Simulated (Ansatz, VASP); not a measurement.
Two plane-wave programs on TaN

File INCAR:

```
SYSTEM = TaN
PREC     = Accurate       ! precision mode
ENCUT    = 520            ! plane-wave cutoff, eV
EDIFF    = 1E-6           ! SCF threshold, eV
ISMEAR   = 0              ! smearing method
SIGMA    = 0.1            ! smearing width, eV
LREAL    = .False.        ! projectors in reciprocal space
LASPH    = .True.         ! aspherical terms in the spheres
NELM     = 100            ! most SCF steps
ALGO     = Normal         ! electronic algorithm
ISIF     = 2              ! what is computed and relaxed
LWAVE    = .False.        ! write WAVECAR
LCHARG   = .True.         ! write CHGCAR
GGA      = PS             ! functional
LELF     = .True.         ! ELF
LVHAR    = .True.       
NBANDS   = 33             ! bands
```

Contents of KPOINTS:

```
Automatic mesh
0
Gamma
  6 6 6
  0 0 0
```

Contents of POSCAR:

```
TaN
1.0
    5.1849992558      0.0000000000      0.0000000000
   -2.5924996279      4.4903410741      0.0000000000
    0.0000000000      0.0000000000      2.9080000000
Ta N
3 3
Direct
    0.0000000000      0.0000000000      0.0000000000
    0.3333333333      0.6666666667      0.5000000000
    0.6666666667      0.3333333333      0.5000000000
    0.5000000000      0.0000000000      0.0000000000
    0.5000000000      0.5000000000      0.0000000000
    0.0000000000      0.5000000000      0.0000000000
```

Input for Ansatz:

```yaml
crystal:
  lattice:
    - [5.1849992558, 0.0, 0.0]
    - [-2.5924996279, 4.4903410741, 0.0]
    - [0.0, 0.0, 2.908]
  atoms:
    - { symbol: Ta, position: [0.0, 0.0, 0.0] }
    - { symbol: Ta, position: [0.3333333333, 0.6666666667, 0.5] }
    - { symbol: Ta, position: [0.6666666667, 0.3333333333, 0.5] }
    - { symbol: "N", position: [0.5, 0.0, 0.0] }
    - { symbol: "N", position: [0.5, 0.5, 0.0] }
    - { symbol: "N", position: [0.0, 0.5, 0.0] }
basis:
  ecutwfc: 420
kpoints:
  mp_grid: { grid: [6, 6, 6] }
hamiltonian:
  xc: pbesol
scf:
  occupations: { method: gaussian, width: 0.1 }
output:
  forces: true
  stress: true
  eigenvalues: true
```

Alike in both runs: task single point; functional PBEsol; k mesh 6 × 6 × 6; occupations gaussian, width 0.1 eV; no spin polarisation.

```csv
,VASP,Ansatz
version,VASP 6.6.1,Ansatz 0.2.0
potentials or method,"VASP PAW PBE potentials, release 64 (Ta_pv, N)","scalar-relativistic, plane waves, PAW"
plane-wave cutoff (eV),520,420
valence electrons in the cell,48,54
```

```tsv
	VASP	Ansatz	Ansatz less VASP
gap on the k mesh at the Fermi level (eV)	none	none	-
pressure (GPa)	2.9	2.0	-0.95
largest component of the traceless stress (GPa)	1.62	1.85	+0.224
```

A gap of «none» marks a metal or a gap that the smearing closes. The functional is the same, so the differences come from potentials, cutoffs and numerics. The two sets of potentials don't hold the same shells in valence.

Caveats: the k mesh is coarse (spacing up to 0.36 Å⁻¹), so the values aren't converged; the PAW data sets were made with another functional, which shifts forces and pressure a little (VASP). The runs have no spin-orbit coupling, so splittings on Ta are missing.
